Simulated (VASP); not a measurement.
A run of VASP 6.6.1:

INCAR

```
SYSTEM = MnO
PREC = Accurate ; ENCUT = 520
EDIFF = 1E-6 ; ISMEAR = 0
SIGMA = 0.05 ; LREAL = .False.
LASPH = .True. ; NELM = 120
ALGO = Normal ; ISIF = 2
LWAVE = .False. ; LCHARG = .False.
ISPIN = 2 ; MAGMOM = 4 0
LORBIT = 11 ; LMAXMIX = 4
LDAU = .True. ; LDAUTYPE = 2
LDAUL = 2 -1 ; LDAUU = 6 0
LDAUJ = 0 0 ; LDAUPRINT = 1
NBANDS = 20
```

KPOINTS

```
regular mesh
0
Gamma
  7 7 7
  0 0 0
```

The input POSCAR:

```
MnO
1.0
    2.9694859100      0.0000000000      0.0000000000
   -1.4847429600      2.5716502300      0.0000000000
    0.0000000000      0.0000000000      2.8980711300
Mn O
1 1
Direct
    0.0000000000      0.0000000000      0.0000000000
    0.6666666667      0.3333333333      0.5000000000
```

Potentials or basis: VASP PAW LDA potentials, release 64 (Mn_pv, O).

Launch:

```bash
$ cat potpaw_LDA.64/Mn_pv/POTCAR potpaw_LDA.64/O/POTCAR > POTCAR
$ mpirun -np 1 vasp_std > vasp.out
```

Hardware: 1 thread of Intel(R) Xeon(R) 6975P-C (Granite Rapids), with other jobs on the host.

How long does it take, and how much memory?

It took 11 s on 1 thread of Intel(R) Xeon(R) 6975P-C (Granite Rapids) (shared host), peak memory 0.14 GiB. Counts: scf iterations 14, k points 32.
